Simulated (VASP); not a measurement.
# AlRu under changes of volume

One of the cells (13.655 Å³/atom); the others are scaled copies at fixed shape and fractional positions:

```
CELL_PARAMETERS angstrom
3.01141 0.00000 0.00000
0.00000 3.01141 0.00000
0.00000 0.00000 3.01141
ATOMIC_POSITIONS crystal
Ru 0.50000 0.50000 0.50000
Al 0.00000 0.00000 0.00000
```

```yaml
Program: VASP 6.6.1
Functional: PBE
Potentials_or_basis: VASP PAW PBE potentials, release 64 (Ru_pv, Al)
Cutoff: 520 eV
k_mesh: 9 × 9 × 9
Occupations: fermi-dirac, width 0.05 eV
Spin: no spin polarisation
```

```tsv
volume (Å³/atom)	energy over the lowest point (meV/atom)	pressure (GPa)
12.584	49.50	17.8
12.851	24.59	12.1
13.119	8.64	7.1
13.655	0.00	-1.6
13.922	?	?
14.190	17.38	-8.5
```

Problem. What does the run at 13.922 Å³/atom give?

Solution. Energy over the lowest point 5.78 meV/atom; pressure -5.3 GPa.

Worked out: A Birch-Murnaghan fit of order 3 (a polynomial in V^(-2/3)) to the other rows has its minimum at 13.55 Å³/atom with B0 = V·E''(V) = 205 GPa and B' = 4.5. It gives 5.78 meV/atom at 13.922 Å³/atom, against the run's 5.78, and -dE/dV = -5.3 GPa, against -5.3.

Energies are extrapolated to zero smearing.
